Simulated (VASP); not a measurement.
A VASP 6.6.1 single-point calculation on GaAs

INCAR

```
GGA = PE
LASPH = .TRUE.
IBRION = -1
ENCUT = 520
ISMEAR = -1
LWAVE = .FALSE.
MAGMOM = -2 2
NBANDS = 16
EDIFF = 1E-7
LREAL = .FALSE.
ISIF = 2
NELM = 82
SIGMA = 0.02
PREC = Accurate
LCHARG = .FALSE.
NSW = 0
ISPIN = 2
```

KPOINTS

```
KPOINTS created by Atomic Simulation Environment
0
Gamma
8 8 8
0 0 0
```

POSCAR

```
Ga As
 1.0000000000000000
     0.0000000000000000    2.7197616916000000    2.9278579822999999
     2.7197616916000000    0.0000000000000000    2.9278579822999999
     2.7197616916000000    2.7197616916000000    0.0000000000000000
 Ga  As
   1   1
Cartesian
  0.0000000000000000  0.0000000000000000  0.0000000000000000
  1.3598808458000000  1.3598808458000000  1.4639289911500000
```

The recommended PBE PAW datasets give the neutral cell 18 valence electrons.

Command

```
mpirun -np 1 vasp_std
```

OSZICAR

```
N       E                     dE             d eps       ncg     rms          rms(c)
DAV:   1     0.843622247219E+02    0.84362E+02   -0.89292E+03  3896   0.158E+03
DAV:   2    -0.714603674920E+00   -0.85077E+02   -0.80830E+02  4440   0.312E+02
DAV:   3    -0.707030310950E+01   -0.63557E+01   -0.63349E+01  4560   0.656E+01
DAV:   4    -0.716513371982E+01   -0.94831E-01   -0.94820E-01  4784   0.896E+00
DAV:   5    -0.716640375342E+01   -0.12700E-02   -0.12700E-02  4776   0.923E-01    0.130E+01
DAV:   6    -0.804117395766E+01   -0.87477E+00   -0.79433E-01  5384   0.198E+01    0.523E+00
DAV:   7    -0.816002788322E+01   -0.11885E+00   -0.19630E-01  4512   0.608E+00    0.138E+00
DAV:   8    -0.815341956401E+01    0.66083E-02   -0.33675E-02  4640   0.118E+00    0.572E-01
DAV:   9    -0.815467242060E+01   -0.12529E-02   -0.62528E-03  5032   0.690E-01    0.289E-01
DAV:  10    -0.815476679108E+01   -0.94370E-04   -0.96990E-04  4976   0.333E-01    0.725E-02
DAV:  11    -0.815486500997E+01   -0.98219E-04   -0.19205E-04  4720   0.124E-01    0.357E-02
DAV:  12    -0.815490977081E+01   -0.44761E-04   -0.34192E-05  4576   0.521E-02    0.190E-02
DAV:  13    -0.815492975253E+01   -0.19982E-04   -0.23311E-05  4576   0.263E-02    0.435E-03
DAV:  14    -0.815493019875E+01   -0.44622E-06   -0.13984E-06  4872   0.958E-03    0.178E-03
DAV:  15    -0.815492999371E+01    0.20504E-06   -0.10282E-07  3896   0.363E-03    0.101E-03
DAV:  16    -0.815492997007E+01    0.23638E-07   -0.61322E-08  3784   0.244E-03
   1 F= -.81549300E+01 E0= -.81549300E+01  d E =-.499551E-09  mag=    -0.0000
```

It converged. Results: pressure 6.9 GPa; magnetic moment of the cell 0.00 μB.

For comparison, a separate PBE run of the intended cell, on usual settings and not on those above, gives a gap of 0.63 eV on its mesh and a pressure of 6.9 GPa.

The run above took about 2 min on one core of a shared host (Intel Xeon Platinum 8488C) and held 0.23 GiB at most.
